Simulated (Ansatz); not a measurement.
**CaO: computed DOS**

```cif
data_structure
_symmetry_space_group_name_H-M 'Fm-3m'
_symmetry_Int_Tables_number 225
_cell_length_a 4.8980
_cell_length_b 4.8980
_cell_length_c 4.8980
_cell_angle_alpha 90.000
_cell_angle_beta 90.000
_cell_angle_gamma 90.000
_cell_volume 117.50
loop_
_atom_site_label
_atom_site_type_symbol
_atom_site_symmetry_multiplicity
_atom_site_Wyckoff_symbol
_atom_site_fract_x
_atom_site_fract_y
_atom_site_fract_z
_atom_site_occupancy
Ca1 Ca 4 a 0.00000 0.00000 0.00000 1
O1 O 4 b 0.50000 0.00000 0.00000 1
```

The runs use the primitive cell with vectors (0.000, 2.449, 2.449), (2.449, 0.000, 2.449), (2.449, 2.449, 0.000) Å, to which the k mesh refers.

The cell comes from COD entry 9006719, which wasn't checked; take it as a given geometry. It was measured hot, at 1427 K.

Computed with DFT, PBE, all-electron LAPW, scalar-relativistic in Ansatz 0.2.0.

Numerical set-up: a Γ-centred 9×9×9 k mesh, Fermi–Dirac smearing of 0.03 eV, basis error target 0.25 meV/atom, no spin polarisation.

Question: Which of the resolved shells contributes most in the top eV of the valence band?

Answer: O 2p, with 93 % of all states there; Ca 3p follows with 1 %.

Question: Tabulate the density of states.

Answer: States per eV and cell, averaged over 0.4 eV, from -2.6 to 5.6 eV, with energies (bin centres) from the valence-band top; empty bins are left out. The partial columns, the largest 3 alone, are projections on Löwdin-orthogonalised atomic shells (those that the program's projection atoms carry: the occupied ones and, for some elements, an empty d or f shell; other empty shells have no column), summed over atoms of an element. Weights on diffuse s and p shells depend on that basis and aren't pure angular character.
```csv
E (eV),total,O 2p,Ca 4s,Ca 3p
-2.5,0.16,0.12,0.03,0.00
-2.1,1.37,1.08,0.22,0.01
-1.7,2.36,1.96,0.26,0.03
-1.3,2.06,1.86,0.06,0.03
-0.9,6.17,5.72,0.02,0.04
-0.5,2.62,2.48,0.01,0.02
-0.1,0.26,0.25,0.00,0.00
3.9,0.14,0.00,0.00,0.00
4.3,0.31,0.01,0.00,0.00
4.7,0.51,0.01,0.03,0.00
5.1,0.75,0.03,0.05,0.00
5.5,1.09,0.04,0.07,0.00
```
